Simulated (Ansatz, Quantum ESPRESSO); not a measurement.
# AlP (F-43m): from Born charge to LO-TO splitting

Aim: work out the LO frequency and the static dielectric constant of AlP (F-43m) from one linear-response run, then check them.

Main program and level: Quantum ESPRESSO 7.5; DFT PBE, scalar-relativistic, plane waves, GBRV ultrasoft pseudopotentials.

The database entry behind the starting cell differs from later determinations by our own check (0.1 to 0.3 % short, probably kX units), so it need not match the best structure at ambient conditions.

### Step 1. Set-up

Symmetry: F-43m, No. 216, cubic system. Conventional cell: a = 5.505 Å, b = 5.505 Å, c = 5.505 Å, α = 90.00°, β = 90.00°, γ = 90.00°. Nearest to Al lie 4 P at 2.38 Å. Nearest to P lie 4 Al at 2.38 Å. Farther neighbours are not listed.

This is the cell after its relaxation at this level of theory, not the database cell from which that began.

### Step 2. What the response run gave

A linear-response run on the relaxed cell, with the response to an electric field; only its zone-centre results are used. Cutoff 40 Ry, k mesh 8×8×8.

The program printed:

```text
[banners, grids, parts of the stress and lines that vanish by symmetry left out]
Program PHONON v.7.5
     Reading xml data from directory:

[...]
Exchange-correlation= PBE
                           (   1   4   3   4   0   0   0)
[...]
(   8 q-points):
[...]
kinetic-energy cut-off    =      40.0000  Ry
     charge density cut-off    =     240.0000  Ry
     convergence threshold     =      1.0E-18
[...]
Exchange-correlation= PBE
                           (   1   4   3   4   0   0   0)
[...]
q = (   0.0000000   0.0000000   0.0000000 )
     25 Sym.Ops. (with q -> -q+G )
     G cutoff =  658.0059  (  17573 G-vectors)     FFT grid: ( 40, 40, 40)
     G cutoff =  438.6706  (   9577 G-vectors)  smooth grid: ( 30, 30, 30)
     number of k points=    29
[...]
Mode symmetry, T_d (-43m)  point group:
[...]
Dielectric constant
[...]
End of electric fields calculation
          Dielectric constant in cartesian axis
          (       8.372449814      -0.000000000       0.000000000 )
          (      -0.000000000       8.372449814       0.000000000 )
          (       0.000000000       0.000000000       8.372449814 )
          Effective charges (d Force / dE) in cartesian axis without acoustic sum rule applied (asr)
           atom    1  Al    Mean Z*:        2.23500
      Ex  (        2.23500       -0.00000        0.00000 )
      Ey  (       -0.00000        2.23500        0.00000 )
      Ez  (        0.00000       -0.00000        2.23500 )
           atom    2  P     Mean Z*:       -2.27876
      Ex  (       -2.27876       -0.00000        0.00000 )
      Ey  (        0.00000       -2.27876       -0.00000 )
      Ez  (        0.00000        0.00000       -2.27876 )
          Effective charges Sum: Mean:       -0.04376
[...]
Effective charges (d Force / dE) in cartesian axis with asr applied:
           atom    1  Al    Mean Z*:        2.25688
[...]
atom    2  P     Mean Z*:       -2.25688
[...]
Representation #   1 modes #   1   2   3
[...]
End of self-consistent calculation
     Convergence has been achieved
     Representation #   2 modes #   4   5   6
[...]
End of self-consistent calculation
     Convergence has been achieved
[...]
Dielectric constant in cartesian axis
          (       8.372449814      -0.000000000       0.000000000 )
          (      -0.000000000       8.372449814       0.000000000 )
          (       0.000000000       0.000000000       8.372449814 )
          Effective charges (d Force / dE) in cartesian axis without acoustic sum rule applied (asr)
[...]
Mode symmetry, C_s (m)     point group:
[...]
q = (    0.750000000  -0.250000000   0.750000000 )
[...]
Mode symmetry, C_s (m)     point group:
     freq (   1-   1) =        135.8  [cm-1]   --> A''
     freq (   2-   2) =        180.1  [cm-1]   --> A'
     freq (   3-   3) =        293.1  [cm-1]   --> A'
     freq (   4-   4) =        386.5  [cm-1]   --> A'
     freq (   5-   5) =        401.4  [cm-1]   --> A''
     freq (   6-   6) =        420.4  [cm-1]   --> A'
[...]
Mode symmetry, C_s (m)     point group:
[...]
q = (    0.500000000   0.000000000   0.500000000 )
[...]
Mode symmetry, C_s (m)     point group:
     freq (   1-   1) =        125.0  [cm-1]   --> A''
     freq (   2-   2) =        178.0  [cm-1]   --> A'
     freq (   3-   3) =        262.0  [cm-1]   --> A'
     freq (   4-   4) =        389.9  [cm-1]   --> A'
     freq (   5-   5) =        405.5  [cm-1]   --> A''
     freq (   6-   6) =        429.5  [cm-1]   --> A'
[...]
Mode symmetry, D_2d (-42m) point group:
[...]
Representation #   3 modes #   3   4
[...]
Convergence has been achieved
     Representation #   4 modes #   5   6
[...]
Convergence has been achieved
[...]
q = (    0.000000000  -1.000000000   0.000000000 )
[...]
freq (    5) =      11.914409 [THz] =     397.421889 [cm-1]
     freq (    6) =      12.085345 [THz] =     403.123727 [cm-1]
[...]
Mode symmetry, D_2d (-42m) point group:
     freq (   1-   2) =        145.1  [cm-1]   --> E    X_5  W_3
     freq (   3-   3) =        346.5  [cm-1]   --> A_1  X_1  W_1
     freq (   4-   5) =        397.4  [cm-1]   --> E    X_5  W_3
     freq (   6-   6) =        403.1  [cm-1]   --> B_2  X_3  W_2
[...]
Mode symmetry, S_4 (-4)    point group:
[...]
Convergence has been achieved
[...]
Convergence has been achieved
[...]
Convergence has been achieved
[...]
Convergence has been achieved
     Representation #   5 mode #   5
[...]
End of self-consistent calculation
     Convergence has been achieved
     Representation #   6 mode #   6
[...]
End of self-consistent calculation
     Convergence has been achieved
[...]
q = (   -0.500000000  -1.000000000   0.000000000 )
[...]
freq (    1) =       5.256975 [THz] =     175.353813 [cm-1]
     freq (    2) =       5.862754 [THz] =     195.560411 [cm-1]
     freq (    3) =       9.469600 [THz] =     315.871854 [cm-1]
     freq (    4) =      10.475869 [THz] =     349.437367 [cm-1]
     freq (    5) =      12.005523 [THz] =     400.461147 [cm-1]
     freq (    6) =      12.453178 [THz] =     415.393304 [cm-1]
[...]
Mode symmetry, S_4 (-4)    point group:
     freq (   1-   1) =        175.4  [cm-1]   --> B    W_3
     freq (   2-   2) =        195.6  [cm-1]   --> E*   W_2
     freq (   3-   3) =        315.9  [cm-1]   --> A    W_1
     freq (   4-   4) =        349.4  [cm-1]   --> E    W_4
     freq (   5-   5) =        400.5  [cm-1]   --> E*   W_2
     freq (   6-   6) =        415.4  [cm-1]   --> B    W_3

   JOB DONE.
```

| quantity | value |
| --- | --- |
| cell volume Ω (Å³) | 41.717 |
| mass of Al (u) | 26.982 |
| mass of P (u) | 30.974 |
| Born charge of Al, raw (e) | 2.235 |
| Born charge of P, raw (e) | -2.279 |
| ε∞ | 8.372 |
| ω(TO) after the sum rule (cm⁻¹) | 427.0 |

### Step 3. The calculation

The charges must sum to zero over the cell; taking off their mean, -0.022 e, leaves Z* = 2.257 e on Al. In the polar mode Al moves against P, so the reduced mass is μ = 26.98 × 30.97 / 57.96 = 14.420 u.

A longitudinal wave builds up a field that adds to the restoring force: ω(LO)² = ω(TO)² + 4π Z*² / (μ Ω ε∞), in Hartree atomic units. With μ = 26286 electron masses and Ω = 281.52 bohr³ the second term is 1.0331e-06 Ha², or 49764 cm⁻² (1 Ha = 219474.6 cm⁻¹).

So ω(LO) = √(182346 + 49764) = 481.8 cm⁻¹, and by the Lyddane-Sachs-Teller relation ε₀ = ε∞ (ω(LO)/ω(TO))² = 10.66.

### Step 4. Check against the program

The analysis program adds the same non-analytic term to the full matrix, here for q along (1 0 0).

The program printed:

```text
[banner, memory and clock lines left out]
Program DYNMAT v.7.5

     Reading Dynamical Matrix from file x.dyn1
     ...Force constants read
     ...epsilon and Z* read

     Polarizability (A^3 units)
     multiply by 0.289228 for Clausius-Mossotti correction
        24.474439   -0.000000    0.000000
        -0.000000   24.474439    0.000000
         0.000000    0.000000   24.474439

     IR activities are in (D/A)^2/amu units

# mode   [cm-1]    [THz]      IR
    1     -0.00   -0.0000    0.0000
    2     -0.00   -0.0000    0.0000
    3     -0.00   -0.0000    0.0000
    4    427.02   12.8018    8.1492
    5    427.02   12.8018    8.1492
    6    481.78   14.4433    8.1492
```

ε₀ comes from the program's run without a direction of q.

| quantity | by hand | program |
| --- | --- | --- |
| ω(LO) (cm⁻¹) | 481.8 | 481.8 |
| ε₀ | 10.66 | 10.66 |

### Step 5. Outcome

| Property | Result |
| --- | --- |
| TO mode | 427.0 cm⁻¹ |
| LO mode | 481.8 cm⁻¹ |
| static dielectric constant | 10.66 |

**Reading.** The LO mode of AlP (F-43m) lies at 482 cm⁻¹, 55 cm⁻¹ above the TO mode; the formula meets the program within 0.1 cm⁻¹, as it must for a cubic crystal with one polar mode. ω(LO)² − ω(TO)² goes with Z*²/ε∞: an error of 5 % in ε∞ would move the LO mode by 2.5 cm⁻¹, and semilocal functionals tend to overestimate ε∞. The raw charges miss their sum by 0.044 e, a sign that the k mesh is short for the field response, so ε∞ may be some per cent too high. These are harmonic values at zero temperature, at the volume of this functional, for the structure held cubic; stability elsewhere in the zone is no part of this calculation.

[Host names and launcher messages were left out of these logs when they were recorded.]

[Logs are printed without paths, hosts, clocks, repeated set-up lines and the standing remarks that a program may print on its own settings, such as how far it seeks lower states.]

[Hosts, paths, dates, database ids (printed as entryN), source tags and the programs' standing remarks are cut or masked in the printed files.]
